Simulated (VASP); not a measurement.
# MoS₂: convergence, energy difference of two geometries

MoS₂, R3m (no. 160), 3 atoms in the cell. PBE, energy difference of two geometries; PAW potentials Mo_sv, S (PBE set). VASP 6.6.1.

Wanted: energy difference within 0.5 meV/atom.

What the run is for: energy difference; Accuracy asked: standard; Second geometry: volume scaled by 0.94.

The series start from Plane-wave cutoff (eV): 340; k-point mesh: 8 × 8 × 8; Precision mode (PREC): Accurate; Electronic threshold (eV): 1e-6; Aspherical gradient terms in the spheres (LASPH): yes; Electronic algorithm: ALGO=Normal. Each series keeps the choices made before it, and each single choice may use up half of a tolerance. Times cover all steps of a run.

## Plane-wave cutoff (eV)

| Plane-wave cutoff (eV) | Energy difference (meV/atom) | Time (s) |
|---|---|---|
| 210 | 64.92 | 45 |
| 260 | 73.00 | 57 |
| 300 | 71.88 | 57 |
| 340 | 71.54 | 97 |
| 390 | 71.43 | 95 |
| 460 | 71.33 | 140 |
| 550 | 71.32 | 168 |
| 690 (reference) | 71.25 | 256 |

Chosen: 390, the loosest value from which every tighter one stays within half of the tolerance.

## k-point mesh

| k-point mesh | Energy difference (meV/atom) | Time (s) |
|---|---|---|
| 3 × 3 × 3 | 70.55 | 21 |
| 4 × 4 × 4 | 68.29 | 33 |
| 5 × 5 × 5 | 71.46 | 39 |
| 7 × 7 × 7 | 71.40 | 68 |
| 8 × 8 × 8 | 71.43 | 95 |
| 10 × 10 × 10 | 71.38 | 159 |
| 13 × 13 × 13 | 71.40 | 311 |
| 16 × 16 × 16 (reference) | 71.41 | 543 |

Chosen: 5 × 5 × 5.

## Precision mode (PREC)

| Precision mode (PREC) | Energy difference (meV/atom) | Time (s) |
|---|---|---|
| SingleN | 71.36 | 17 |
| Normal | 71.49 | 20 |
| Single | 71.50 | 32 |
| Accurate (reference) | 71.46 | 39 |

Chosen: SingleN.

## Electronic threshold (eV)

| Electronic threshold (eV) | Energy difference (meV/atom) | Time (s) |
|---|---|---|
| 0.001 | 71.37 | 12 |
| 0.0001 | 71.37 | 12 |
| 1e-5 | 71.37 | 16 |
| 1e-6 | 71.36 | 17 |
| 1e-7 | 71.36 | 16 |
| 1e-8 (reference) | 71.36 | 19 |

Chosen: 0.001.

## Aspherical gradient terms in the spheres (LASPH)

| Aspherical gradient terms in the spheres (LASPH) | Energy difference (meV/atom) | Time (s) |
|---|---|---|
| yes | 71.37 | 12 |
| no | 71.31 | 10 |

Chosen: yes; no other choice that stays within half of the tolerance saves 30 % of the time.

## Electronic algorithm

| Electronic algorithm | Energy difference (meV/atom) | Time (s) |
|---|---|---|
| ALGO=Normal | 71.37 | 12 |
| ALGO=Fast | 71.36 | 11 |
| ALGO=VeryFast | 71.36 | 17 |
| ALGO=All ISEARCH=1 | 71.34 | 16 |
| ALGO=All ISEARCH=0 | 71.34 | 17 |
| ALGO=Damped TIME=0.4 | 71.20 | 16 |
| ALGO=Damped TIME=0.1 | 71.40 | 22 |

Chosen: ALGO=Normal.

## All choices together

| Input | Energy difference (meV/atom) | Time (s) |
|---|---|---|
| the program's defaults (naive) | 72.96 | 12 |
| chosen settings | 71.37 | 12 |
| reference settings throughout | 71.23 | 1755 |

The tolerance is met.

## The input

INCAR:
```
ALGO = Normal ; EDIFF = 0.001
EFERMI = MIDGAP ; ENCUT = 390
GGA = PE ; GGA_COMPAT = F
ISIF = 2 ; ISMEAR = 0
KPAR = 2 ; LASPH = T
LCHARG = F ; LREAL = F
LWAVE = F ; NELM = 120
PREC = SingleN ; SIGMA = 0.03
```

KPOINTS:
```
Automatic mesh
0
Gamma
  5 5 5
  0 0 0
```

POSCAR.step1:
```
MoS2
1.0
    1.5800000000      0.9122134253      6.1500000000
   -1.5800000000      0.9122134253      6.1500000000
    0.0000000000     -1.8244268506      6.1500000000
Mo S
1 2
Direct
    0.0000000000      0.0000000000      0.0000000000
    0.4170000000      0.4170000000      0.4170000000
    0.2500000000      0.2500000000      0.2500000000
```

POSCAR.step2:
```
MoS2
1.0
    1.5477460518      0.8935915996      6.0244545686
   -1.5477460518      0.8935915996      6.0244545686
    0.0000000000     -1.7871831992      6.0244545686
Mo S
1 2
Direct
    0.0000000000      0.0000000000      0.0000000000
    0.4170000000      0.4170000000      0.4170000000
    0.2500000000      0.2500000000      0.2500000000
```

Commands (each step's output is kept before the next begins):
```
cat potpaw_PBE.64/Mo_sv/POTCAR potpaw_PBE.64/S/POTCAR > POTCAR
cp POSCAR.step1 POSCAR
mpirun -np 2 vasp_std > vasp.out
cp POSCAR.step2 POSCAR
mpirun -np 2 vasp_std > vasp.out
```

The chosen input took VASP 6.6.1 12 s on 2 cores (Intel Xeon Platinum 8259CL @ 2.50GHz (Skylake/Cascade Lake)), a shared host.

## An input that fails: one k point for a small cell

It runs to its end, but against the unchanged starting input it is off by 118.09 meV/atom in the energy difference.

k mesh: 8 × 8 × 8 becomes 1 × 1 × 1.

Changes against the starting input:
```
(all steps)
- NELM = 120
- KPAR = 2
+ NELM = 57
```
